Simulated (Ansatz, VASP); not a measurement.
**Zn: VASP beside Ansatz**

```
Zn
1.0
     1.47225    0.85000    4.13983
    -1.47225    0.85000    4.13983
     0.00000   -1.70000    4.13983
Zn
2
Cartesian
  0.0000 0.0000 3.1049
  0.0000 0.0000 9.3146
```

Alike in both runs: functional PBE; k mesh 6 × 6 × 6; occupations gaussian, width 0.1 eV; no spin polarisation.

Ansatz relaxed the structure, and its values are those at the end. VASP's run is a single point on that final structure, the one shown.

|  | VASP | Ansatz |
| --- | --- | --- |
| version | VASP 6.6.1 | Ansatz 0.2.0 |
| potentials or method | VASP PAW PBE potentials, release 64 (Zn) | scalar-relativistic, plane waves, PAW |
| plane-wave cutoff (eV) | 520 | 420 |
| valence electrons in the cell | 24 | 24 |

```csv
,VASP,Ansatz,Ansatz less VASP
gap on the k mesh at the Fermi level (eV),none,none,-
pressure (GPa),0.1,0.1,0.00
```

A gap of «none» marks a metal or a gap that the smearing closes. With one functional, cell and mesh, what is left measures potentials, basis and numerics.

Caveats: the k mesh is coarse (spacing up to 0.42 Å⁻¹), so the values aren't converged.
